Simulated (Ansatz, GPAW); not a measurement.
**One calculation of Pd, 3 ways**

```
CELL_PARAMETERS angstrom
2.78367 0.00000 0.00000
-1.39183 2.41072 0.00000
0.00000 0.00000 4.62889
ATOMIC_POSITIONS crystal
Pd 0.33333 0.66667 0.25000
Pd 0.66667 0.33333 0.75000
```

This isn't the form of Pd at room conditions, which is fcc.

Alike in all runs: task single point; functional PBEsol; k mesh 11 × 11 × 6; occupations fermi-dirac, width 0.05 eV; no spin polarisation; no spin-orbit coupling. Pressure is positive in compression and, in plane waves, holds the error of the finite cutoff, which Ansatz's Pulay term estimates and takes out.

```csv
program and potentials,plane-wave cutoff (eV),notes,pressure (GPa)
"Ansatz, Ansatz PAW",420,"potentials made for PBE, which Ansatz adapts in part; 18 valence electrons an atom on average",?
"Ansatz, all-electron LAPW, scalar-relativistic",-,-,-10.39
"GPAW, PAW data sets generated for this functional",600,16 valence electrons an atom on average,-9.98
```

Problem. Estimate from the other rows what the run with Ansatz, Ansatz PAW gave.

Solution. Pressure -10.33 GPa. Its pressure holds a Pulay term of +0.04 GPa. The other rows, which needn't bracket it: pressure -10.39 to -9.98.
